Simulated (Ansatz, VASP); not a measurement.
Two plane-wave programs on GaP

```
Ga P
1.0
     0.00000    2.55669    2.55669
     2.55669    0.00000    2.55669
     2.55669    2.55669    0.00000
Ga P
1 1
Direct
  0.00000 0.00000 0.00000
  0.25000 0.25000 0.25000
```

Alike in both runs: task relaxation of cell and atoms; functional PBE; k mesh 6 × 6 × 6; occupations gaussian, width 0.1 eV; no spin polarisation.

|  | VASP | Ansatz |
| --- | --- | --- |
| version | VASP 6.6.1 | Ansatz 0.2.0 |
| potentials or method | VASP PAW PBE potentials, release 64 (Ga_d, P) | scalar-relativistic, plane waves, PAW |
| plane-wave cutoff (eV) | 600 | 420 |
| valence electrons in the cell | 18 | 18 |

```tsv
	VASP	Ansatz	Ansatz less VASP
gap on the k mesh at the Fermi level, each at its own relaxed structure (eV)	1.56	1.59	+0.024
relaxed volume (Å³/atom)	20.90	20.82	-0.075
relaxed cell length with the largest relative difference (Å)	3.895	3.891	-0.0047
energy change over the relaxation (meV/atom)	-295	-297	-2.8
```

Caveats: the volume moved by over 15 % at a fixed basis, so the end points are rough (VASP). A k mesh can miss the band edges.
